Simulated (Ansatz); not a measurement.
Reactions of CH3F3Ti (`[CH3][Ti]([F])([F])[F]`).

Calculated with Ansatz (gas phase, PBE0-D4/def2-TZVP geometries, no zero-point term in ΔE). CCSD(T)/CBS is the MP2 limit (def2-TZVPP, def2-QZVPP) plus CCSD(T) − MP2 in def2-TZVPP, frozen cores. This one scheme is used for every species. Functionals use def2-TZVPP. Elements past krypton have def2 core potentials. For I, Te, Ti outer-core shells are correlated without core-valence functions, which leaves a few kJ/mol of doubt a bond. Scalar relativity is left out up to krypton. One conformer a species, not always the lowest.

```json
{"reaction": "`[CH3][Ti]([F])([F])[F]` + `C=CCS` → `[F][Ti]([F])([F])[SH]` + `C=CCC`", "PBE-D4 (kJ/mol)": "-123"}
{"reaction": "`[CH3][Ti]([F])([F])[F]` + H–F → `[F][Ti]([F])([F])[F]` + CH₄", "PBE-D4 (kJ/mol)": "-199"}
{"reaction": "`[CH3][Ti]([F])([F])[F]` + `OCC(F)(F)F` → `FC(F)(F)C[O][Ti]([F])([F])[F]` + CH₄", "PBE-D4 (kJ/mol)": "-161"}
{"reaction": "`[CH3][Ti]([F])([F])[F]` + H₂O → `[OH][Ti]([F])([F])[F]` + CH₄", "PBE-D4 (kJ/mol)": "-155"}
{"reaction": "`[CH3][Ti]([F])([F])[F]` + H₂S → `[F][Ti]([F])([F])[SH]` + CH₄", "PBE-D4 (kJ/mol)": "-123"}
{"reaction": "`[CH3][Ti]([F])([F])[F]` + HCl → `[F][Ti]([F])([F])[Cl]` + CH₄", "PBE-D4 (kJ/mol)": "-176"}
{"reaction": "`[CH3][Ti]([F])([F])[F]` + `CC1=CC(C(F)(F)F)=[O+][Ti-]([OH])([OH])([F])[O]1` → `CC1=CC(C(F)(F)F)=[O+][Ti-]([F])([F])([F])[O]1` + `[CH3][Ti]([OH])([OH])[F]`", "PBE-D4 (kJ/mol)": "2"}
{"reaction": "`[CH3][Ti]([F])([F])[F]` + `OC[TeH]` → `[OH][Ti]([F])([F])[F]` + `CC[TeH]`", "PBE-D4 (kJ/mol)": "-185"}
{"reaction": "`[CH3][Ti]([F])([F])[F]` + CH₄ → `[CH3][Ti]([CH3])([F])[F]` + H–F", "PBE-D4 (kJ/mol)": "218"}
{"reaction": "`[CH3][Ti]([F])([F])[F]` + HI → `[F][Ti]([F])([F])[I]` + CH₄", "PBE-D4 (kJ/mol)": "-168"}
```

Give the CCSD(T)/CBS values in the same order. (Best estimate.)

Ansatz gave: -111, -176, -152, -142, -106, -161, -1, -190, 203, -154 kJ/mol.

Largest T1 diagnostic: 0.025, for `[F][Ti]([F])([F])[SH]`.
